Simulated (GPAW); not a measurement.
# Hg in GPAW: convergence with k mesh

Input of the first run (k mesh 2 × 2 × 2); the others differ in this setting and in those tied to it:

The input run.py:

```python
from ase.dft.bandgap import bandgap
from ase.io import read, write
from ase.units import GPa
from gpaw import GPAW, PW

atoms = read('POSCAR')

calc = GPAW(mode=PW(600),
            xc='LDA',
            kpts={'size': (2, 2, 2), 'gamma': True},
            occupations={'name': 'fermi-dirac', 'width': 0.05},
            nbands=30,
            convergence={'density': 1e-05, 'energy': 1e-05},
            maxiter=100,
            txt='gpaw.txt')
atoms.calc = calc
energy = atoms.get_potential_energy()
forces = atoms.get_forces()
stress = atoms.get_stress()
calc.write('gs.gpw')
write('result.traj', atoms)
print(f'Energy: {energy:.6f} eV')
print('Forces (eV/A):')
print(forces.round(4))
print('Stress (GPa):', (stress / GPa).round(3))
print('Fermi level:', round(calc.get_fermi_level(), 4), 'eV')
print(f'Gap: {bandgap(calc)[0]:.4f} eV, direct: {bandgap(calc, direct=True)[0]:.4f} eV')
```

The input POSCAR:

```
Hg
1.0
    4.5400000000      0.0000000000      0.0000000000
   -2.2700000000      3.9317553332      0.0000000000
    0.0000000000      0.0000000000      3.8700000000
Hg
3
Direct
    0.6666666667      0.3333333333      0.5000000000
    0.0000000000      0.0000000000      0.0000000000
    0.3333333333      0.6666666667      0.5000000000
```

Potentials or basis: the program's PAW data sets (release 1.2.1) made for this functional, pw.

The run is started by

```console
$ OMP_NUM_THREADS=1 python run.py
```

Hardware: 1 thread of Arm Neoverse V2, on a shared host.

```
   k mesh  energy less the tightest run, at zero smearing (meV/atom)  pressure (GPa)  SCF cycles  CPU time (s)  peak memory (GiB)
2 × 2 × 2                                                    -178.23           -3.38          10           6.4               0.16
3 × 3 × 3                                                      12.72            3.24          10           8.8               0.17
4 × 4 × 4                                                      12.42            5.31          10            16               0.18
4 × 4 × 5                                                      -7.70            4.78          10            16               0.18
5 × 5 × 5                                                      38.97            5.34          10            19               0.18
6 × 6 × 6                                                      15.02            5.09          10            33               0.19
8 × 8 × 8                                                       1.99            5.27          10            58               0.22
9 × 9 × 9                                                       0.00            5.41          10            69               0.24
```

Not settled before the last step: the energy (to 1 meV/atom), the pressure (to 0.1 GPa). Meshes of other sizes hit other points, so gaps and Fermi surfaces needn't settle smoothly. The tightest run that finished is the yardstick and may itself not be fully converged.

Spin-orbit coupling is left out, which matters for the levels of Hg.
